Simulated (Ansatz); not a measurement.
# Ge: equation of state with BLYP+D4

**Experimental background.**

From “Sub-monolayer structures of Ag overlayers on Ge(111): experimental observations and first-principles study”, 2019, arxiv:1908.00180, for a bulk crystal of Ge: bulk modulus 75.8 GPa.

The system is Ge.

```
Ge
1.0
     0.00000    2.82891    2.82891
     2.82891    0.00000    2.82891
     2.82891    2.82891    0.00000
Ge
2
Direct
  0.75000 0.75000 0.75000
  0.50000 0.50000 0.50000
```

| Property | Result |
| --- | --- |
| Program | Ansatz 0.2.0 |
| Task | equation of state |
| Functional | BLYP |
| Dispersion | D4 |
| Potentials or basis | Ansatz PAW |
| Cutoff | 420 eV |
| Density cutoff | 1680 eV |
| k mesh | 8 × 8 × 8 |
| Occupations | fermi-dirac, width 0.05 eV |
| Spin | no spin polarisation |

* Equilibrium volume: 23.61 Å³/atom
* Bulk modulus: 58 GPa
* Pressure derivative of the bulk modulus: 4.7

Energy against volume, from the lowest point:
```csv
volume (Å³/atom),energy (meV/atom)
21.281,50.66
21.733,31.54
22.186,17.42
22.639,7.72
23.092,2.06
23.545,0.00
23.997,1.08
```

All runs of the series together: 23 s on 2 threads of Intel(R) Xeon(R) Processor @ 2.50GHz (Skylake/Cascade Lake) (shared host).

Against the measured bulk modulus of Ge, 75.8 GPa (quoted in “Sub-monolayer structures of Ag overlayers on Ge(111): experimental observations and first-principles study”, 2019, arxiv:1908.00180), the calculated 58 GPa is off by -23.3 %. The fit is for a static lattice scaled at fixed shape and fixed fractional positions. The cell as given is a measured one (22.64 Å³/atom); BLYP+D4 puts the equilibrium volume +4.3 % from it, thermal expansion not counted.

Caveat: the potentials were made for another functional, which shifts forces and pressure.
